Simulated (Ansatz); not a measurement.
# Te2Pt: the cost of one run

Method: DFT PBE, scalar-relativistic, plane waves, PAW, in Ansatz 0.2.0.

The COD entry's cell or inner coordinates are ideal or old and differ from later refinements, so a difference from it is no clean test against experiment.

1 further run of the same task is left out (set aside as unsound or not needed).

### 1 The structure to begin with

It takes space group P-3m1 (No. 164, trigonal). Conventional cell: a = 4.018 Å, b = 4.018 Å, c = 5.212 Å, α = 90.00°, β = 90.00°, γ = 120.00°. Te (site symmetry 3m) has 3 Pt at 2.66 Å as nearest neighbours. Pt (site symmetry -3m) has 6 Te at 2.66 Å as nearest neighbours.

Coordinates:

```
CELL_PARAMETERS angstrom
4.01800 0.00000 0.00000
-2.00900 3.47969 0.00000
0.00000 0.00000 5.21200
ATOMIC_POSITIONS crystal
Te 0.33333 0.66667 0.25000
Te 0.66667 0.33333 0.75000
Pt 0.00000 0.00000 0.00000
```

The structure comes from the Crystallography Open Database.

### 2 A distortion that keeps the symmetry

The change: strain xx, yy, zz, yz, xz, xy = -4.5, -4.5, -1.5, +0.0, +0.0, +0.0 %; atoms moved by 0.25 Å root mean square, at most 0.31 Å.

Input file input.yaml:

```yaml
crystal:
  lattice:
    - [3.83654709, 0.0, 0.0]
    - [-1.918273545, 3.3225472429, 0.0]
    - [0.0, 0.0, 5.13298608]
  atoms:
    - { symbol: Te, position: [0.3333333333, 0.6666666667, 0.1912536036] }
    - { symbol: Te, position: [0.6666666667, 0.3333333333, 0.8087463964] }
    - { symbol: Pt, position: [0.0, 0.0, 0.0] }
basis:
  ecutwfc: 420
kpoints:
  mp_grid: { grid: [12, 12, 8] }
hamiltonian:
  xc: pbe
scf:
  occupations: { method: gaussian, width: 0.1 }
output:
  forces: true
  stress: true
  eigenvalues: true
```

**Question.** How long does this run take on 1 thread of an x86-64 CPU, shared host, and how much memory does it need?

About 4.1 s, with a peak of 0.53 GiB.
